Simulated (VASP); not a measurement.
# MoS2 in VASP: a series of runs

The runs below take MoS2 through single point, with LDA.

Everything below comes from runs of VASP 6.6.1. Logs are shortened: lines on timing, memory, paths and dates and some standing lists are left out, and cuts for length are marked.

**1. Starting point**

The cell holds a sheet with vacuum, 9 atoms: a = 3.124 Å, b = 3.124 Å, c = 30.420 Å, α = 90.00°, β = 90.00°, γ = 120.00°.

The cell was built by a generator and needn't be a form met in nature.

**2. Single point, LDA**

Input file INCAR:

```
PREC = Accurate
ENCUT = 520
EDIFF = 1E-6
ISMEAR = 0
SIGMA = 0.01
LREAL = F
LASPH = T
NELM = 100
ALGO = Fast
ISIF = 2
LWAVE = F
LCHARG = F
NBANDS = 49
```

Input file KPOINTS:

```
regular mesh
0
Gamma
  12 12 1
```

Input file POSCAR:

```
MoS2
1.0
    3.1241441501      0.0000000000      0.0000000000
   -1.5620720751      2.7055881991      0.0000000000
    0.0000000000      0.0000000000     30.4200000000
S Mo
6 3
Direct
    0.0000000000      0.0000000000      0.2520117401
    0.0000000000      0.0000000000      0.3540552341
    0.3333333333      0.6666666667      0.4489651423
    0.3333333333      0.6666666667      0.5510503514
    0.6666666667      0.3333333333      0.6459634701
    0.6666666667      0.3333333333      0.7480000509
    0.3333333333      0.6666666667      0.3029898122
    0.6666666667      0.3333333333      0.4999724646
    0.0000000000      0.0000000000      0.6969917343
```

Potentials or basis: VASP PAW LDA potentials, release 64 (S, Mo_sv).

Run with:

```sh
cat potpaw_LDA.64/S/POTCAR potpaw_LDA.64/Mo_sv/POTCAR > POTCAR
mpirun -np 1 vasp_std > vasp.out
```

OUTCAR:

```text
PREC = Accurate
   ENCUT = 520
   EDIFF = 1E-6
   ISMEAR = 0
   LREAL = F
   LASPH = T
   NELM = 100
   ISIF = 2

 ion  position               nearest neighbor table
   1  0.000  0.000  0.252-   7 2.38   7 2.38   7 2.38
   2  0.000  0.000  0.354-   7 2.38   7 2.38   7 2.38
   3  0.333  0.667  0.449-   8 2.38   8 2.38   8 2.38
   4  0.333  0.667  0.551-   8 2.38   8 2.38   8 2.38
   5  0.667  0.333  0.646-   9 2.38   9 2.38   9 2.38
   6  0.667  0.333  0.748-   9 2.38   9 2.38   9 2.38
   7  0.333  0.667  0.303-   1 2.38   1 2.38   1 2.38   2 2.38   2 2.38   2 2.38
   8  0.667  0.333  0.500-   3 2.38   3 2.38   3 2.38   4 2.38   4 2.38   4 2.38
   9  0.000  0.000  0.697-   6 2.38   6 2.38   6 2.38   5 2.38   5 2.38   5 2.38

  LATTYP: Found a hexagonal cell.
 ALAT       =     3.1241441501
 C/A-ratio  =     9.7370667096

  Lattice vectors:

 A1 = (   3.1241441501,   0.0000000000,   0.0000000000)
 A2 = (  -1.5620720751,   2.7055881991,   0.0000000000)
 A3 = (   0.0000000000,   0.0000000000,  30.4200000000)

Analysis of symmetry for initial positions (statically):
=====================================================================
 Subroutine PRICEL returns:
 Original cell was already a primitive cell.

 Routine SETGRP: Setting up the symmetry group for a
 hexagonal supercell.

 Subroutine GETGRP returns: Found  6 space group operations
 (whereof  6 operations were pure point group operations)
 out of a pool of 24 trial point group operations.

The static configuration has the point symmetry C_3v.

Analysis of symmetry for dynamics (positions and initial velocities):
=====================================================================
 Subroutine PRICEL returns:
 Original cell was already a primitive cell.

 Routine SETGRP: Setting up the symmetry group for a
 hexagonal supercell.

 Subroutine GETGRP returns: Found  6 space group operations
 (whereof  6 operations were pure point group operations)
 out of a pool of 24 trial point group operations.

The dynamic configuration has the point symmetry C_3v.

 Subroutine INISYM returns: Found  6 space group operations
 (whereof  6 operations are pure point group operations),
 and found     1 'primitive' translations

----------------------------------------------------------------------------------------

                                     Primitive cell

  volume of cell :     257.1295

  direct lattice vectors                    reciprocal lattice vectors
     3.124144150  0.000000000  0.000000000     0.320087663  0.184802698  0.000000000
    -1.562072075  2.705588199  0.000000000     0.000000000  0.369605397  0.000000000
     0.000000000  0.000000000 30.420000000     0.000000000  0.000000000  0.032873110

  length of vectors
     3.124144150  3.124144150 30.420000000     0.369605397  0.369605397  0.032873110

  position of ions in fractional coordinates (direct lattice)
     0.000000000  0.000000000  0.252011740
     0.000000000  0.000000000  0.354055234
     0.333333333  0.666666667  0.448965142
     0.333333333  0.666666667  0.551050351
     0.666666667  0.333333333  0.645963470
     0.666666667  0.333333333  0.748000051
     0.333333333  0.666666667  0.302989812
     0.666666667  0.333333333  0.499972465
     0.000000000  0.000000000  0.696991734

  ion indices of the primitive-cell ions
   primitive index   ion index
                 1           1
                 2           2
                 3           3
                 4           4
                 5           5
                 6           6
                 7           7
                 8           8
                 9           9

----------------------------------------------------------------------------------------

 KPOINTS: regular mesh

Automatic generation of k-mesh.
 Grid dimensions read from file:
 generate k-points for:   12   12    1

 Generating k-lattice:

  Cartesian coordinates                     Fractional coordinates (reciprocal lattice)
     0.026673972  0.015400225  0.000000000     0.083333333 -0.000000000  0.000000000
     0.000000000  0.030800450  0.000000000     0.000000000  0.083333333  0.000000000
     0.000000000  0.000000000  0.032873110     0.000000000  0.000000000  1.000000000

  Length of vectors
     0.030800450  0.030800450  0.032873110

  Shift w.r.t. Gamma in fractional coordinates (k-lattice)
     0.000000000  0.000000000  0.000000000

 Subroutine IBZKPT returns following result:
 ===========================================

 Found     19 irreducible k-points:

 Following reciprocal coordinates:
            Coordinates               Weight
  0.000000  0.000000  0.000000      1.000000
  0.083333  0.000000  0.000000      6.000000
  0.166667  0.000000  0.000000      6.000000
  0.250000  0.000000  0.000000      6.000000
  0.333333  0.000000  0.000000      6.000000
  0.416667  0.000000  0.000000      6.000000
[... 11 lines left out ...]
  0.333333  0.250000  0.000000     12.000000
  0.333333  0.333333  0.000000      2.000000
   k-points           NKPTS =     19   k-points in BZ     NKDIM =     19   number of bands    NBANDS=     49
   number of dos      NEDOS =    301   number of ions     NIONS =      9
   total plane-waves  NPLWV = 138240
   dimension x,y,z NGX =    24 NGY =   24 NGZ =  240
   dimension x,y,z NGXF=    48 NGYF=   48 NGZF=  480
   ions per type =               6   3
   NGX,Y,Z   is equivalent  to a cutoff of  12.77, 12.77, 13.12 a.u.
   NGXF,Y,Z  is equivalent  to a cutoff of  25.54, 25.54, 26.23 a.u.
 SYSTEM =  unknown system
   PREC   = accura    normal or accurate (medium, high low for compatibility)
   ISTART =      0    job   : 0-new  1-cont  2-samecut
   ICHARG =      2    charge: 1-file 2-atom 10-const
   ISPIN  =      1    spin polarized calculation?
   LNONCOLLINEAR =      F non collinear calculations
   LSORBIT =      F    spin-orbit coupling
   LASPH  =      T    aspherical Exc in radial PAW
   ENCUT  =  520.0 eV  38.22 Ry    6.18 a.u.   5.81  5.81 56.56*2*pi/ulx,y,z
   NELM   =    100;   NELMIN=  2; NELMDL= -5     # of ELM steps
   EDIFF  = 0.1E-05   stopping-criterion for ELM
   LREAL  =      F    real-space projection
   EDIFFG = 0.1E-04   stopping-criterion for IOM
   NSW    =      0    number of steps for IOM
   IBRION =     -1    ionic relax: 0-MD 1-quasi-New 2-CG
   NFREE  =      0    steps in history (QN), initial steepest desc. (CG)
   ISIF   =      2    stress and relaxation
   ISYM   =      2    0-nonsym 1-usesym 2-fastsym
   POTIM  = 0.5000    time-step for ionic-motion
   TEBEG  =    0.0;   TEEND  =   0.0 temperature during run
   PSTRESS=    0.0 pullay stress
   NELECT =      78.0000    total number of electrons
   NUPDOWN=      -1.0000    fix difference up-down
   EMIN   =  10.00;   EMAX   =-10.00  energy-range for DOS
   EFERMI =   0.00;   METHOD = LEGACY
   ISMEAR =     0;   SIGMA  =   0.01  broadening in eV -4-tet -1-fermi 0-gaus
   EFERMI_NEDOS =   21; number of points for ismear=-14 and -15
   IALGO  =     68    algorithm
   IMIX   =      4    mixing-type and parameters
     AMIX     =   0.40;   BMIX     =  1.00
     AMIX_MAG =   1.60;   BMIX_MAG =  1.00
  volume/ion in A,a.u.               =      28.57       192.80
  Fermi-wavevector in a.u.,A,eV,Ry     =   1.099991  2.078681 16.462773  1.209980
  Thomas-Fermi vector in A             =   2.236395
   LORBIT       =      0    0 simple, 1 ext, 2 COOP (PROOUT), +10 PAW based schemes
   GGA     = CA    functional components
   LHFCALC =     F    Hartree Fock is set to
   AEXX    =    0.0000 exact exchange contribution
   IVDW    =     0    specifies the selected vdW correction
   LEPSILON=     F    determine dielectric tensor
   LRPA    =     F    only Hartree local field effects (RPA)
 non-spin polarized calculation
 RMM-DIIS sequential band-by-band and
 Gauss-broadening in eV      SIGMA  =   0.01
  energy-cutoff  :      520.00
  volume of cell :      257.13
 maximum number of plane-waves:      6963
 NGX is ok and might be reduce to    24
   NGX = 11   NGY = 11   NGZ =113

 number of electron      78.0000000 magnetization

 Free energy of the ion-electron system (eV)
  ---------------------------------------------------
  ext. energy  EPLUGINS =         0.00000000
  ---------------------------------------------------
  free energy    TOTEN  =       -73.32185054 eV

  energy without entropy =      -73.32185054  energy(sigma->0) =      -73.32185054

 E-fermi :   2.6711     XC(G=0):  -7.1398

 val. band max:        2.5647556162   @ k =   0.0000   0.0000   0.0000
 cond. band min:       3.5260946749   @ k =   0.1667   0.1667   0.0000
 fundamental gap:      0.9613390587
 Fermi energy:         2.6710753773

 k-point     1 :       0.0000    0.0000    0.0000
  band No.  band energies     occupation
      1     -58.6384      2.00000
      2     -58.5680      2.00000
      3     -58.4903      2.00000
      4     -33.0331      2.00000
      5     -32.9634      2.00000
      6     -32.8850      2.00000
[... 41 lines left out ...]
     48       5.0963      0.00000
     49       5.1563      0.00000

 k-point     2 :       0.0833    0.0000    0.0000
  band No.  band energies     occupation
      1     -58.6350      2.00000
      2     -58.5646      2.00000
      3     -58.4869      2.00000
      4     -33.0267      2.00000
      5     -32.9570      2.00000
      6     -32.8787      2.00000
[... 41 lines left out ...]
     48       4.9996      0.00000
     49       5.0454      0.00000

 k-point     3 :       0.1667    0.0000    0.0000
  band No.  band energies     occupation
      1     -58.6259      2.00000
      2     -58.5555      2.00000
      3     -58.4778      2.00000
      4     -33.0094      2.00000
      5     -32.9397      2.00000
      6     -32.8613      2.00000
[... 821 lines left out ...]
     48       5.5538      0.00000
     49       6.8647      0.00000

 k-point    19 :       0.3333    0.3333    0.0000
  band No.  band energies     occupation
      1     -58.5821      2.00000
      2     -58.5117      2.00000
      3     -58.4340      2.00000
      4     -33.0899      2.00000
      5     -33.0364      2.00000
      6     -33.0196      2.00000
[... 41 lines left out ...]
     48       5.6737      0.00000
     49       7.0327      0.00000

------------------------ aborting loop because EDIFF is reached ----------------------------------------

  FORCE on cell =-STRESS in cart. coord.  units (eV):
  Direction    XX          YY          ZZ          XY          YZ          ZX
  --------------------------------------------------------------------------------------
  -------------------------------------------------------------------------------------
  Total        0.1360758      0.1360758      0.0926474     -0.0000000      0.0000000      0.0000000
  in kB        0.8478901      0.8478901      0.5772868     -0.0000000      0.0000000      0.0000000
  external PRESSURE =       0.7576890 kB  Pullay stress =       0.0000000 kB

 VOLUME and BASIS-vectors are now :
 -----------------------------------------------------------------------------
  energy-cutoff  :      520.00
  volume of cell :      257.13
      direct lattice vectors                 reciprocal lattice vectors
     3.124144150  0.000000000  0.000000000     0.320087663  0.184802698  0.000000000
    -1.562072075  2.705588199  0.000000000     0.000000000  0.369605397  0.000000000
     0.000000000  0.000000000 30.420000000     0.000000000  0.000000000  0.032873110

 POSITION                                       TOTAL-FORCE (eV/Angst)
 -----------------------------------------------------------------------------------
      0.00000      0.00000      7.66620        -0.000000      0.000000     -0.016988
      0.00000      0.00000     10.77036        -0.000000      0.000000      0.015444
     -0.00000      1.80373     13.65752         0.000000      0.000000     -0.015636
     -0.00000      1.80373     16.76295        -0.000000      0.000000      0.015173
      1.56207      0.90186     19.65021        -0.000000     -0.000000     -0.015444
      1.56207      0.90186     22.75416        -0.000000      0.000000      0.016939
     -0.00000      1.80373      9.21695         0.000000     -0.000000     -0.000643
      1.56207      0.90186     15.20916        -0.000000     -0.000000      0.000327
      0.00000      0.00000     21.20249        -0.000000      0.000000      0.000829
 -----------------------------------------------------------------------------------
    total drift:                                0.000000     -0.000000     -0.000346

  FREE ENERGIE OF THE ION-ELECTRON SYSTEM (eV)
  ---------------------------------------------------
  free  energy   TOTEN  =       -73.3218505365 eV

  energy  without entropy=      -73.3218505365  energy(sigma->0) =      -73.32185054
```

Run time: 4.7 min. Hardware: 1 thread of AMD EPYC 9R45 (Zen 5), shared host; peak memory 0.35 GiB.

Results:

```yaml
Free_energy: -73.3219 eV
Largest_force: 0.017 eV/Å
Band_gap_on_the_k_mesh: 0.96 eV, indirect (least direct gap 1.70 eV)
```

Forces on the atoms (eV/Å):
```
S    0.000  0.000 -0.017
S    0.000  0.000  0.015
S    0.000  0.000 -0.016
S    0.000  0.000  0.015
S    0.000  0.000 -0.015
S    0.000  0.000  0.017
Mo   0.000  0.000 -0.001
Mo   0.000  0.000  0.000
Mo   0.000  0.000  0.001
```

Levels at points of the mesh, in eV from the valence-band top:
| k point | band 37 | band 38 | band 39 | band 40 | band 41 | band 42 |
| --- | --- | --- | --- | --- | --- | --- |
| (0.00, 0.00, 0.00) | -1.11 | -0.37 | 0.00 | 2.11 | 2.12 | 2.19 |
| (0.50, 0.00, 0.00) | -1.47 | -1.37 | -1.27 | 1.66 | 1.73 | 1.81 |

**3. Single point, LDA**

This run uses another cell than the first one, of 29.23 Å³/atom, 1.023 times its volume.

Input file INCAR:

```
SYSTEM = MoS2
ALGO = Fast ; EDIFF = 1E-6
ENCUT = 520 ; GGA = CA
ISIF = 2 ; ISMEAR = 0
LASPH = .TRUE. ; LCHARG = .FALSE.
LREAL = .FALSE. ; LWAVE = .FALSE.
NBANDS = 49 ; NELM = 100
PREC = Accurate ; SIGMA = 0.01
```

Input file KPOINTS:

```
k-points
0
G
  12 12 1
  0 0 0
```

Input file POSCAR:

```
MoS2
1.0
    3.1600000000      0.0000000000      0.0000000000
   -1.5800000000      2.7366402760      0.0000000000
    0.0000000000      0.0000000000     30.4200000000
S Mo
6 3
Direct
    0.0000000000      0.0000000000      0.2465483235
    0.0000000000      0.0000000000      0.3491124260
    0.3333333333      0.6666666667      0.4487179487
    0.3333333333      0.6666666667      0.5512820513
    0.6666666667      0.3333333333      0.6508875740
    0.6666666667      0.3333333333      0.7534516765
    0.3333333333      0.6666666667      0.2978303748
    0.6666666667      0.3333333333      0.5000000000
    0.0000000000      0.0000000000      0.7021696252
```

Potentials or basis: VASP PAW LDA potentials, release 64 (S, Mo_sv).

Run with:

```sh
cat potpaw_LDA.64/S/POTCAR potpaw_LDA.64/Mo_sv/POTCAR > POTCAR
mpirun -np 1 vasp_std > vasp.out
```

It took 5.1 min on 1 thread of AMD EPYC 9R45 (Zen 5), shared host; peak memory 0.35 GiB.

It converged, with:

* Free energy: -73.2574 eV
* Largest force: 0.394 eV/Å
* Band gap on the k mesh: 1.06 eV, indirect (least direct gap 1.63 eV)

Forces on the atoms (eV/Å):
```
S    0.000  0.000  0.394
S    0.000  0.000 -0.314
S    0.000  0.000  0.330
S    0.000  0.000 -0.309
S    0.000  0.000  0.325
S    0.000  0.000 -0.385
Mo   0.000  0.000 -0.026
Mo   0.000  0.000 -0.021
Mo   0.000  0.000  0.006
```

Levels at points of the mesh, in eV from the valence-band top:
```csv
k point,band 35,band 36,band 37,band 38,band 39,band 40,band 41,band 42,band 43,band 44
"(0.00, 0.00, 0.00)",-2.03,-1.66,-0.94,-0.34,0.00,2.14,2.16,2.20,2.26,2.29
"(0.50, 0.00, 0.00)",-1.53,-1.44,-1.34,-1.25,-1.17,1.65,1.71,1.77,2.12,2.21
```
